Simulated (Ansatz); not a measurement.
# TiC (Fm-3m) in Ansatz: single point with PBE

Aim: the single point of TiC with PBE.

All numbers are computed with Ansatz 0.2.0; they aren't measurements. Logs are shortened: lines on timing, memory, paths and dates and some standing lists are left out, and cuts for length are marked.

## (1) The cell of the first run

The structure is cubic, space group Fm-3m (No. 225). The conventional cell has a = 4.331 Å, b = 4.331 Å, c = 4.331 Å, α = 90.00°, β = 90.00°, γ = 90.00°. Around Ti (site symmetry m-3m) lie 6 C at 2.17 Å. Around C (site symmetry m-3m) lie 6 Ti at 2.17 Å.

The cell is a database's computed one.

## (2) Single point, PBE (strain = 0.0)

Input file input.yaml:

```yaml
crystal:
  lattice:
    - [0.0, 2.1657188437, 2.1657188437]
    - [2.1657188437, 0.0, 2.1657188437]
    - [2.1657188437, 2.1657188437, 0.0]
  atoms:
    - { symbol: Ti, position: [0.0, 0.0, 0.0] }
    - { symbol: C, position: [0.5, 0.5, 0.5] }
kpoints:
  mp_grid: { grid: [11, 11, 11] }
scf:
  occupations: { method: fermi_dirac, width: 0.05 }
hamiltonian:
  xc: pbe
  pseudopotentials: { kind: all_electron, lapw: { basis_error: 0.001 } }
output:
  forces: true
  stress: true
  eigenvalues: true
```

Potentials or basis: all-electron LAPW, scalar-relativistic.

Launch:

```console
$ ansatz run input.yaml --threads 1 --pin off --max-ram 3072MiB --backend cpu --events-out ev --progress --plain --runs-dir out
```

Log:

```text
Warning: RAYON_NUM_THREADS=1 ignored (pool sized by the plan → 1); use --threads N
LAPW: plane waves up to 9.058 Å⁻¹, error target 1.0e-3 eV per atom; small_component_spin mean_spin; C in spheres of 0.940 Å, 6 of its electrons in bands, Dirac shells []; Ti in spheres of 1.226 Å, 18 of its electrons in bands, Dirac shells [] (how accurate: hamiltonian.pseudopotentials.lapw.basis_error, Limitations)
Engine: ansatz 0.2.0, aarch64-unknown-linux-gnu
Pseudopotentials: kind: all_electron
Pseudopotential: Ti, LAPW, valence charge 18, lapw/all_electron/scalar/gaussian/Ti, Koelling and Harmon's equation, gaussian nucleus
Pseudopotential: C, LAPW, valence charge 6, lapw/all_electron/scalar/gaussian/C, Koelling and Harmon's equation, gaussian nucleus
Functional definition: PBE
  parameter kappa = 0.804
  parameter beta = 0.06672455060314922
  exchange = pbe_x(kappa = kappa, mu = beta*pi^2/3)
  correlation = pbe_c(beta = beta)
Crystal: 2 atoms, lattice volume = 20.316 Å³
Basis set: ecut = 312.6128468900588 eV, 259 PW (Γ), exchange–correlation at level 2
Bands: 16, of which v1, the nominal top of the filled ones, is band 12 counted from 1 (11 counted from 0)
Symmetry: 48 space group operations
Space group: Fm-3m (ITA 225), of the structure as read, at distance tolerance 2.7e-5 Å
k-points: 56 of 1331
Non-local potential: Ti, projectors of the file, none
Non-local potential: C, projectors of the file, none
Initial density: superposition of atomic densities (chi_scale 0.1, normalization cell, long waves kept (reshape's long-wave potential 0.00 eV rms))
Initial wavefunctions: plane waves of lowest kinetic energy (no species holds an atomic orbital)
Functional: x = pbe(κ = 0.804, μ = 0.2195149727645171), c = pbe(β = 0.06672455060314922)
iter 1 solved again at ethr=2.64e-2 eV; its pass at ethr=1.00e-1 eV (dr2=6.32e0 eV) is discarded
SCF iter   1: F=—  HF=-24274.169559 eV  |F-HF|=—  |Δ(HF+E_count)|=         —  Δρ=1.59e-1  dr2=6.32e0  ethr=2.64e-2  ⟨swp⟩=2.0  Hψ=5572  notcnv=0
preconditioner: auto → none  [metal: Δε(μ)=0.026 eV  Ē_g=20.593 eV  σ=0.050 eV  W_gap=0.13  n_scr=8 (ndim 8)  ℏωp=30.8 eV  f_vac=0.000  D(μ)=0.16/eV (n_scr^D=0)  sad-step TF]
iter 2 solved again at ethr=2.63e-3 eV; its pass at ethr=2.63e-2 eV (dr2=6.32e-1 eV) is discarded
SCF iter   2: F=—  HF=-24272.412454 eV  |F-HF|=—  |Δ(HF+E_count)|=    1.76e0  Δρ=5.86e-2  dr2=6.31e-1  ethr=2.63e-3  ⟨swp⟩=2.0  Hψ=4594  notcnv=0
SCF iter   3: F=—  HF=-24271.857023 eV  |F-HF|=—  |Δ(HF+E_count)|=   5.55e-1  Δρ=1.88e-2  dr2=7.25e-2  ethr=2.63e-3  ⟨swp⟩=3.0  Hψ=2820  notcnv=0
SCF iter   4: F=—  HF=-24271.874721 eV  |F-HF|=—  |Δ(HF+E_count)|=         —  Δρ=9.35e-3  dr2=1.63e-2  ethr=3.02e-4  ⟨swp⟩=2.0  Hψ=2771  notcnv=0
the basis was enlarged: its passes take 118.4 KiB over the memory plan, 1 of 1 planned eigensolver slots
SCF iter   5: F=—  HF=-24271.860599 eV  |F-HF|=—  |Δ(HF+E_count)|=   1.41e-2  Δρ=1.09e-3  dr2=2.16e-4  ethr=6.77e-5  ⟨swp⟩=2.5  Hψ=2805  notcnv=0
SCF iter   6: F=—  HF=-24271.860398 eV  |F-HF|=—  |Δ(HF+E_count)|=   2.01e-4  Δρ=1.04e-4  dr2=1.65e-6  ethr=9.00e-7  ⟨swp⟩=3.0  Hψ=2676  notcnv=0
SCF iter   7: F=—  HF=-24271.860397 eV  |F-HF|=—  |Δ(HF+E_count)|=   1.32e-6  Δρ=5.69e-5  dr2=7.08e-7  ethr=6.90e-9  ⟨swp⟩=2.6  Hψ=2604  notcnv=0
SCF iter   8: F=—  HF=-24271.860396 eV  |F-HF|=—  |Δ(HF+E_count)|=   6.38e-7  Δρ=1.63e-5  dr2=6.20e-8  ethr=2.95e-9  ⟨swp⟩=2.0  Hψ=2554  notcnv=0
SCF iter   9: F=-24271.860396 eV  HF=-24271.860396 eV  |F-HF|=4.73e-11  |Δ(HF+E_count)|=   4.73e-8  Δρ=3.04e-7  dr2=1.45e-11  ethr=2.58e-10  ⟨swp⟩=2.0  Hψ=2555  notcnv=0
SCF 1 converged in 9 iterations: F = -24271.860396 eV  dr2 = 1.45e-11
SCF converged after 9 iterations
Free energy (F): -24271.860396 eV
Harris-Foulkes:  -24271.860396 eV  (|F-HF|=4.73e-11)
Internal energy: -24271.858039 eV  (E = F + TS)
E sigma→0 (E₀):  -24271.859218 eV
Entropy (-TS):   -0.002357 eV (-1.178 meV/atom)
Fermi energy:    15.197057 eV
--- Per-component energies (eV) ---
  E_band       = -3141.121573
  E_kinetic    = 24492.380391
  E_xc         = -1295.740869
  E_electrostatic = -47468.497561  (all electrons and nuclei)
  E_smearing   = -0.002357  (= −TS)
  E_closure    = 0.000000  (closes the sum)
  E_atoms      = -24254.253874  (free atoms, spherical and without spin; not in F)
  Σ components = -24271.860396   (vs F -24271.860396, Δ=0.00e0)
  Basis errors (estimates in eV, not in F): energy 3.0e-4 per atom: plane waves 2.6e-4 (1.5e-4 summed), levels above the bands 1.5e-19, relativity 2.2e-8, radial functions 4.1e-5, core shells 2.2e-7; eigenvalues (radial functions only) 3.1e-6; not estimated: angular momenta, meshes, grids; target (lapw.basis_error) 1.0e-3; muffin-tin radii C 0.940 Å, Ti 1.226 Å
--- Forces (eV/Å), atoms counted from 1 ---
  atom   1  Ti    -0.00000000     0.00000000     0.00000000
  atom   2  C      0.00000000    -0.00000000    -0.00000000
  max |Σ_I F_I| component: 8.55e-31 eV/Å
--- Stress (GPa, compression-positive) ---
        0.255781       0.000000      -0.000000
        0.000000       0.255781      -0.000000
       -0.000000      -0.000000       0.255781
  P = ⅓ Tr σ = 0.2558 GPa (2.558 kbar)
--- Band table (eV; the first three rows and the last of 56) ---
  k-point 0: bands = ["-423.0279", "-423.0279", "-423.0279", "-249.5169", "-41.4176", "-17.4531", "-17.4531", "-17.4531", "2.7352", "15.8307", "15.8307", "15.8307", "16.8095", "16.8095", "16.8095", "16.8551"]
  k-point 1: bands = ["-423.0279", "-423.0279", "-423.0279", "-249.5169", "-41.4118", "-17.4941", "-17.4570", "-17.4570", "2.9217", "15.0129", "15.2899", "15.2899", "16.1566", "16.1566", "17.2076", "18.3195"]
  k-point 2: bands = ["-423.0279", "-423.0279", "-423.0279", "-249.5169", "-41.3963", "-17.6028", "-17.4673", "-17.4673", "3.4565", "13.5720", "14.1542", "14.1542", "16.5011", "16.5011", "17.6456", "19.8699"]
  k-point 55: bands = ["-423.0279", "-423.0279", "-423.0279", "-249.5169", "-41.3209", "-17.7711", "-17.7492", "-17.6159", "5.6239", "11.7808", "11.9244", "12.6534", "17.6463", "18.0625", "18.7462", "20.3564"]
```

Run time: 5.9 s. Hardware: 1 thread of Arm Neoverse V2, shared host; peak memory 0.29 GiB.

Results:

* Free energy: -24271.8604 eV
* Pressure: 0.3 GPa
* Band gap on the k mesh: none (metal or under the smearing width)
